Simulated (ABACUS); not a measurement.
# Pt (Im-3m) in ABACUS: notebook

The runs below take Pt through equation of state, with PBE.

Program: ABACUS 3.10.1. These are calculated values, not measurements. Logs are shortened: lines on timing, memory, paths and dates and some standing lists are left out, and cuts for length are marked.

## (1) The structure

Symmetry: Im-3m, No. 229, cubic system. Conventional cell: a = 3.168 Å, b = 3.168 Å, c = 3.168 Å, α = 90.00°, β = 90.00°, γ = 90.00°. Around Pt (site symmetry m-3m) lie 8 Pt at 2.74 Å.

This isn't the form of Pt at room conditions, which is fcc.

## (2) Equation of state, PBE, 14.95 Å³/atom (volume scaled by 0.94)

The input, INPUT:

```
INPUT_PARAMETERS
suffix              Pt
calculation         scf
basis_type          lcao
pseudo_dir          ./
orbital_dir         ./
symmetry            1
dft_functional      pbe
ecutwfc             100
pseudo_rcut         10
nspin               1
nbands              13
ks_solver           genelpa
smearing_method     fd
smearing_sigma      0.00367493
scf_thr             1e-07
scf_nmax            100
mixing_type         broyden
mixing_beta         0.7
cal_force           1
cal_stress          1
out_mul             1
```

The input, STRU:

```
ATOMIC_SPECIES
Pt 195.0840 Pt.upf

NUMERICAL_ORBITAL
Pt_confined-atom_7au_4s3p3d1f.orb

LATTICE_CONSTANT
1.8897261246

LATTICE_VECTORS
-1.5518799051 1.5518799051 1.5518799051
1.5518799051 -1.5518799051 1.5518799051
1.5518799051 1.5518799051 -1.5518799051

ATOMIC_POSITIONS
Direct

Pt
0.0
1
0.0000000000 0.0000000000 0.0000000000 1 1 1
```

The input, KPT:

```
K_POINTS
0
Gamma
12 12 12 0 0 0
```

Potentials or basis: PseudoDojo NC SR 0.4.1 PBE standard, TZDP LCAO (the cutoffs set its grid).

The run is started by

```sh
$ OMP_NUM_THREADS=1 mpirun -np 4 abacus > log
```

running log:

```text
ABACUS v3.10.1

               Atomic-orbital Based Ab-initio Computation at UStc

 ------------------------------------------------------------------------------------

 READING GENERAL INFORMATION
                           global_out_dir = OUT.Pt/
                           global_in_card = INPUT
                               pseudo_dir = ./
                              orbital_dir = ./
                                    DSIZE = 4
                                    GSIZE = 1

 READING UNITCELL INFORMATION
                                    ntype = 1
                  lattice constant (Bohr) = 1.88973
              lattice constant (Angstrom) = 1

 READING ATOM TYPE 1
                               atom label = Pt
                      L=0, number of zeta = 4
                      L=1, number of zeta = 3
                      L=2, number of zeta = 3
                      L=3, number of zeta = 1
             number of atom for this type = 1

                        TOTAL ATOM NUMBER = 1
DIRECT COORDINATES
    atom                   x                   y                   z     mag                  vx                  vy                  vz
taud_Pt1            0.0000000000        0.0000000000        0.0000000000  0.0000        0.0000000000        0.0000000000        0.0000000000

                          Volume (Bohr^3) = 100.886
                             Volume (A^3) = 14.9497

 Lattice vectors: (Cartesian coordinate: in unit of a_0)
             -1.55188            +1.55188            +1.55188
             +1.55188            -1.55188            +1.55188
             +1.55188            +1.55188            -1.55188
 Reciprocal vectors: (Cartesian coordinate: in unit of 2 pi/a_0)
                   +0            +0.32219            +0.32219
             +0.32219                  +0            +0.32219
             +0.32219            +0.32219                  +0
 The esolver type has been set to : ksdft_lcao

                PAO radial cut off (Bohr) = 10

 Read in pseudopotential file is Pt.upf
                     pseudopotential type = NC
          exchange-correlation functional = PBE
                 nonlocal core correction = 1
                        valence electrons = 18
                                     lmax = 3
                           number of zeta = 4
                     number of projectors = 8
                           L of projector = 0
                           L of projector = 0
                           L of projector = 1
                           L of projector = 1
                           L of projector = 2
                           L of projector = 2
                           L of projector = 3
                           L of projector = 3
     initial pseudo atomic orbital number = 10
[... 175 lines left out ...]
                                BoxNumber = [ 11, 11, 11 ]

 SETUP EXTENDED REAL SPACE GRID FOR GRID INTEGRATION
                          real space grid = [ 36, 36, 36 ]
                 big cell numbers in grid = [ 12, 12, 12 ]
             meshcell numbers in big cell = [ 3, 3, 3 ]
                        extended fft grid = [ 21, 21, 21 ]
                dimension of extened grid = [ 55, 55, 55 ]
                            UnitCellTotal = 125
              Atom number in sub-FFT-grid = 1
    Local orbitals number in sub-FFT-grid = 35
                                ParaV.nnr = 48276
                                 init_chg = atomic

 LCAO ALGORITHM --------------- ION=   1  ELEC=   1--------------------------------

 Density error is 0.0547114211788
----------------------------------------------------------
     Energy           Rydberg                 eV
----------------------------------------------------------
 E_KohnSham     -261.1524372295      -3553.1611929088
 E_Harris       -263.7309757397      -3588.2440091601
 E_Fermi        1.7957948694         24.4330426633
----------------------------------------------------------
[... 58 lines left out ...]
 Density error is 3.30620201318e-08
----------------------------------------------------------
     Energy           Rydberg                 eV
----------------------------------------------------------
 E_KohnSham     -261.1723389939      -3553.4319703041
 E_KS(sigma->0) -261.1721376738      -3553.4292312041
 E_Harris       -261.1723398354      -3553.4319817535
 E_band         -8.9024342280        -121.1238315711
 E_one_elec     -50.3396854576       -684.9065577511
 E_Hartree      37.7997819276        514.2924173732
 E_xc           -47.5987551494       -647.6142877385
 E_Ewald        -201.0332776744      -2735.1980639878
 E_entropy(-TS) -0.0004026401        -0.0054781999
 E_descf        0.0000000000         0.0000000000
 E_exx          0.0000000000         0.0000000000
 E_Fermi        1.7298239655         23.5354624674
----------------------------------------------------------

 charge density convergence is achieved
 final etot is -3553.4319703 eV
 EFERMI = 23.535462467 eV

 STATE ENERGY(eV) AND OCCUPATIONS    NSPIN == 1
 1/72 kpoint (Cartesian) = 0.0000 0.0000 0.0000 (427 pws)
       1       -74.7987     0.00115741
       2       -28.7004     0.00115741
       3       -28.7004     0.00115741
       4       -28.7004     0.00115741
       5        13.5463     0.00115741
       6        19.8304     0.00115741
       7        19.8304     0.00115741
       8        19.8304     0.00115741
       9        22.5444     0.00115741
      10        22.5444     0.00115741
      11        40.8214        0.00000
      12        40.8214        0.00000
      13        40.8214        0.00000
[... 61 lines left out ...]
 6/72 kpoint (Cartesian) = 0.13425 -0.13425 0.0000 (426 pws)
       1       -74.7630      0.0138889
       2       -29.1671      0.0138889
       3       -28.8645      0.0138889
       4       -28.6976      0.0138889
       5        16.5365      0.0138889
       6        18.3661      0.0138889
       7        22.0633      0.0138889
       8        22.7910      0.0138889
       9        22.8614      0.0138889
      10        24.2975    3.33712e-09
      11        32.0057    3.72653e-76
      12        37.3275        0.00000
      13        40.8409        0.00000

[... levels at 66 further k points ...]

 correction force for each atom along direction 1 is -4.25938e-14
 correction force for each atom along direction 2 is 5.14091e-14
 correction force for each atom along direction 3 is 2.31313e-14
------------------------------------------------------------------------------------------
 TOTAL-FORCE (eV/Angstrom)
------------------------------------------------------------------------------------------
                       Pt1         0.0000000000         0.0000000000         0.0000000000
------------------------------------------------------------------------------------------

----------------------------------------------------------------
 TOTAL-STRESS (KBAR)
----------------------------------------------------------------
       153.5612509500        -0.0000000000        -0.0000000000
        -0.0000000000       153.5612509500         0.0000000000
         0.0000000000         0.0000000000       153.5612509500
----------------------------------------------------------------
 TOTAL-PRESSURE: 153.561251 KBAR

 --------------------------------------------
 !FINAL_ETOT_IS -3553.4319703040741842 eV
 --------------------------------------------
```

mulliken.txt:

```text
 0
CALCULATE THE MULLIkEN ANALYSIS FOR EACH ATOM
 Total charge:	18
Decomposed Mulliken populations
0                             Zeta of Pt              Spin 1
s                                      0              2.0039
[... 37 lines left out ...]
SUM OVER M+Zeta                                       8.0261

fz^3                                   0              0.0212
fxz^2                                  0              0.0303
fyz^2                                  0              0.0267
fzx^2-zy^2                             0              0.0143
fxyz                                   0              0.0223
fx^3-3*xy^2                            0              0.0241
f3yx^2-y^3                             0              0.0175
SUM OVER M                                            0.1565
SUM OVER M+Zeta                                       0.1565

SUM OVER M+Zeta+L                                    18.0000

Total Charge on atom:                 Pt             18.0000
```

Run time: 5.8 s. Hardware: 4 MPI ranks of Intel Xeon at 2.80GHz (Skylake/Cascade Lake), shared host; peak memory 0.4 GiB.

Results:

```yaml
Free_energy: -3553.4320 eV
Pressure: 15.4 GPa
Band_gap_on_the_k_mesh: none (metal or under the smearing width)
```

Caveat: the atomic orbitals were generated for these runs and aren't a published set; the basis of atomic orbitals isn't converged, which shifts pressures, moduli and gaps.

## (3) Equation of state, PBE, 15.27 Å³/atom (volume scaled by 0.96)

INPUT is that of step 2.

The input, STRU:

```
ATOMIC_SPECIES
Pt 195.0840 Pt.upf

NUMERICAL_ORBITAL
Pt_confined-atom_7au_4s3p3d1f.orb

LATTICE_CONSTANT
1.8897261246

LATTICE_VECTORS
-1.5628089970 1.5628089970 1.5628089970
1.5628089970 -1.5628089970 1.5628089970
1.5628089970 1.5628089970 -1.5628089970

ATOMIC_POSITIONS
Direct

Pt
0.0
1
0.0000000000 0.0000000000 0.0000000000 1 1 1
```

KPT is that of step 2.

Potentials or basis: PseudoDojo NC SR 0.4.1 PBE standard, TZDP LCAO (the cutoffs set its grid).

The run is started by

```sh
$ OMP_NUM_THREADS=1 mpirun -np 4 abacus > log
```

Run time: 5.8 s. Hardware: 4 MPI ranks of Intel Xeon at 2.80GHz (Skylake/Cascade Lake), shared host; peak memory 0.4 GiB.

It converged, with:

| Item | Value |
| --- | --- |
| Free energy | -3553.4561 eV |
| Pressure | 9.1 GPa |
| Band gap on the k mesh | none (metal or under the smearing width) |

Caveat: the atomic orbitals were generated for these runs and aren't a published set; the basis of atomic orbitals isn't converged, which shifts pressures, moduli and gaps.

## (4) Equation of state, PBE, 15.59 Å³/atom (volume scaled by 0.98)

INPUT is that of step 3.

The input, STRU:

```
ATOMIC_SPECIES
Pt 195.0840 Pt.upf

NUMERICAL_ORBITAL
Pt_confined-atom_7au_4s3p3d1f.orb

LATTICE_CONSTANT
1.8897261246

LATTICE_VECTORS
-1.5735873306 1.5735873306 1.5735873306
1.5735873306 -1.5735873306 1.5735873306
1.5735873306 1.5735873306 -1.5735873306

ATOMIC_POSITIONS
Direct

Pt
0.0
1
0.0000000000 0.0000000000 0.0000000000 1 1 1
```

KPT is that of step 3.

The run is started by

```sh
$ OMP_NUM_THREADS=1 mpirun -np 4 abacus > log
```

Run time: 5.8 s. Hardware: 4 MPI ranks of Intel Xeon at 2.80GHz (Skylake/Cascade Lake), shared host; peak memory 0.4 GiB.

It converged, with:

```yaml
Free_energy: -3553.4685 eV
Pressure: 3.6 GPa
Band_gap_on_the_k_mesh: none (metal or under the smearing width)
```

Caveat: the atomic orbitals were generated for these runs and aren't a published set; the basis of atomic orbitals isn't converged, which shifts pressures, moduli and gaps.

## (5) Equation of state, PBE, 15.90 Å³/atom

INPUT is that of step 4.

The input, STRU:

```
ATOMIC_SPECIES
Pt 195.0840 Pt.upf

NUMERICAL_ORBITAL
Pt_confined-atom_7au_4s3p3d1f.orb

LATTICE_CONSTANT
1.8897261246

LATTICE_VECTORS
-1.5842200000 1.5842200000 1.5842200000
1.5842200000 -1.5842200000 1.5842200000
1.5842200000 1.5842200000 -1.5842200000

ATOMIC_POSITIONS
Direct

Pt
0.0
1
0.0000000000 0.0000000000 0.0000000000 1 1 1
```

KPT is that of step 4.

The run is started by

```sh
$ OMP_NUM_THREADS=1 mpirun -np 4 abacus > log
```

It took 5.6 s on 4 MPI ranks of Intel Xeon at 2.80GHz (Skylake/Cascade Lake), shared host; peak memory 0.4 GiB.

Results (log left out):

- Free energy: -3553.4707 eV
- Pressure: -1.3 GPa
- Band gap on the k mesh: none (metal or under the smearing width)

Caveat: the atomic orbitals were generated for these runs and aren't a published set; the basis of atomic orbitals isn't converged, which shifts pressures, moduli and gaps.

## (6) Equation of state, PBE, 16.22 Å³/atom (volume scaled by 1.02)

INPUT is that of step 5.

The input, STRU:

```
ATOMIC_SPECIES
Pt 195.0840 Pt.upf

NUMERICAL_ORBITAL
Pt_confined-atom_7au_4s3p3d1f.orb

LATTICE_CONSTANT
1.8897261246

LATTICE_VECTORS
-1.5947118289 1.5947118289 1.5947118289
1.5947118289 -1.5947118289 1.5947118289
1.5947118289 1.5947118289 -1.5947118289

ATOMIC_POSITIONS
Direct

Pt
0.0
1
0.0000000000 0.0000000000 0.0000000000 1 1 1
```

KPT is that of step 5.

Potentials or basis: PseudoDojo NC SR 0.4.1 PBE standard, TZDP LCAO (the cutoffs set its grid).

The run is started by

```sh
$ OMP_NUM_THREADS=1 mpirun -np 4 abacus > log
```

Run time: 5.6 s. Hardware: 4 MPI ranks of Intel Xeon at 2.80GHz (Skylake/Cascade Lake), shared host; peak memory 0.4 GiB.

It converged, with:

```
Free energy            : -3553.4639 eV
Pressure               : -5.6 GPa
Band gap on the k mesh : none (metal or under the smearing width)
```

Caveat: the atomic orbitals were generated for these runs and aren't a published set; the basis of atomic orbitals isn't converged, which shifts pressures, moduli and gaps.

## (7) Equation of state, PBE, 16.54 Å³/atom (volume scaled by 1.04)

INPUT is that of step 6.

The input, STRU:

```
ATOMIC_SPECIES
Pt 195.0840 Pt.upf

NUMERICAL_ORBITAL
Pt_confined-atom_7au_4s3p3d1f.orb

LATTICE_CONSTANT
1.8897261246

LATTICE_VECTORS
-1.6050673907 1.6050673907 1.6050673907
1.6050673907 -1.6050673907 1.6050673907
1.6050673907 1.6050673907 -1.6050673907

ATOMIC_POSITIONS
Direct

Pt
0.0
1
0.0000000000 0.0000000000 0.0000000000 1 1 1
```

KPT is that of step 6.

The run is started by

```sh
$ OMP_NUM_THREADS=1 mpirun -np 4 abacus > log
```

Wall time 5.4 s (4 MPI ranks of Intel Xeon at 2.80GHz (Skylake/Cascade Lake), shared host); peak memory 0.4 GiB.

Results (log left out):

```
Free energy            : -3553.4490 eV
Pressure               : -9.3 GPa
Band gap on the k mesh : none (metal or under the smearing width)
```

Caveat: the atomic orbitals were generated for these runs and aren't a published set; the basis of atomic orbitals isn't converged, which shifts pressures, moduli and gaps.

## (8) Equation of state, PBE, 16.86 Å³/atom (volume scaled by 1.06)

INPUT is that of step 7.

The input, STRU:

```
ATOMIC_SPECIES
Pt 195.0840 Pt.upf

NUMERICAL_ORBITAL
Pt_confined-atom_7au_4s3p3d1f.orb

LATTICE_CONSTANT
1.8897261246

LATTICE_VECTORS
-1.6152910255 1.6152910255 1.6152910255
1.6152910255 -1.6152910255 1.6152910255
1.6152910255 1.6152910255 -1.6152910255

ATOMIC_POSITIONS
Direct

Pt
0.0
1
0.0000000000 0.0000000000 0.0000000000 1 1 1
```

KPT is that of step 7.

The run is started by

```sh
$ OMP_NUM_THREADS=1 mpirun -np 4 abacus > log
```

Wall time 5.3 s (4 MPI ranks of Intel Xeon at 2.80GHz (Skylake/Cascade Lake), shared host); peak memory 0.4 GiB.

It converged, with:

- Free energy: -3553.4271 eV
- Pressure: -12.7 GPa
- Band gap on the k mesh: none (metal or under the smearing width)

Caveat: the atomic orbitals were generated for these runs and aren't a published set; the basis of atomic orbitals isn't converged, which shifts pressures, moduli and gaps.

## (9) Equation of state, PBE

Potentials or basis: PseudoDojo NC SR 0.4.1 PBE standard, TZDP LCAO (the cutoffs set its grid).

This step only gathers the single runs of the series.

Results:

```
Equilibrium volume                      : 15.82 Å³/atom
Bulk modulus                            : 235 GPa
Pressure derivative of the bulk modulus : 5.1
```

Energy against volume, from the lowest point:
| volume (Å³/atom) | energy (meV/atom) |
| --- | --- |
| 14.950 | 38.76 |
| 15.268 | 14.67 |
| 15.586 | 2.20 |
| 15.904 | 0.00 |
| 16.222 | 6.87 |
| 16.540 | 21.68 |
| 16.858 | 43.66 |

Caveat: the atomic orbitals were generated for these runs and aren't a published set; the basis of atomic orbitals isn't converged, which shifts pressures, moduli and gaps. The run has no spin-orbit coupling, so splittings on Pt are missing.
